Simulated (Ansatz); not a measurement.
SnSe2: equation of state with PBEsol

The system is SnSe2.

```xyz
3
Lattice="3.8110 0.0000 0.0000 -1.9055 3.3004 0.0000 0.0000 0.0000 6.1360" Properties=species:S:1:pos:R:3 pbc="T T T"
Sn    0.0000    0.0000    0.0000
Se    1.9055    1.1001    4.6081
Se    0.0000    2.2003    1.5279
```

```yaml
Program: Ansatz 0.2.0
Task: equation of state
Functional: PBEsol
Potentials_or_basis: all-electron LAPW, scalar-relativistic
Basis_error_allowed: 0.002 eV/atom
k_mesh: 8 × 8 × 5
Occupations: fermi-dirac, width 0.05 eV
Spin: no spin polarisation
```

```json
{
  "Equilibrium volume": "26.66 Å³/atom",
  "Bulk modulus at fixed shape and positions": "65 GPa",
  "Pressure derivative of the bulk modulus": "4.7"
}
```

Energy against volume, from the lowest point:
```csv
volume (Å³/atom),energy (meV/atom)
24.182,55.79
24.697,33.58
25.212,17.51
25.726,6.94
26.241,1.27
26.755,0.00
27.270,2.67
```

All runs of the series together: 110 s on 2 threads of Arm Neoverse V1 (shared host).

Caveat: the cell was scaled at fixed shape and fractional positions, which overstates the stiffness of a crystal with free parameters, most of all of layers and chains; this functional lacks dispersion, which binds the layers, so the pressure and a relaxed spacing across them are unreliable.
